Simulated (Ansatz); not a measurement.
Space group Fmm2 (No. 42). a = 2.502 Å, b = 6.965 Å, c = 4.329 Å, α = 90.00°, β = 90.00°, γ = 90.00°
```csv
atom,site,symmetry,x,y,z
B,4a,mm2,0.5000,0.0000,0.5001
N,4a,mm2,0.5000,0.0000,0.1666
```

Equation of state of this BN structure (not necessarily the ground state), with shape and atoms relaxed at each volume where symmetry leaves them free. The calculation used DFT r2SCAN, scalar-relativistic, plane waves, PAW (Ansatz 0.2.0).

Plane waves to 500 eV, a k mesh through Γ of 12×12×12 on the computed 2-atom cell and Gaussian smearing (0.02 eV); no spin polarisation.

```tsv
V (Å³/atom)	E − E(largest V) (meV/atom)	P (GPa)	gap on mesh (eV)
8.862	0.98	1.69	4.05
9.145	-1.04	0.67	4.19
9.428	-1.56	0.02	4.32
9.711	-1.09	-0.47	4.43
9.994	0.00	-0.73	4.54
```

Question: Fit a third-order Birch–Murnaghan equation to E(V).

Answer: V0 = 9.42 Å³/atom, B0 = 19 GPa, B0' = 13.4. B0' is unusual or poorly fixed by this range.

The cell holds layers, and where no dispersion correction was added their binding is poorly described.

This form isn't the usual stable structure of the compound.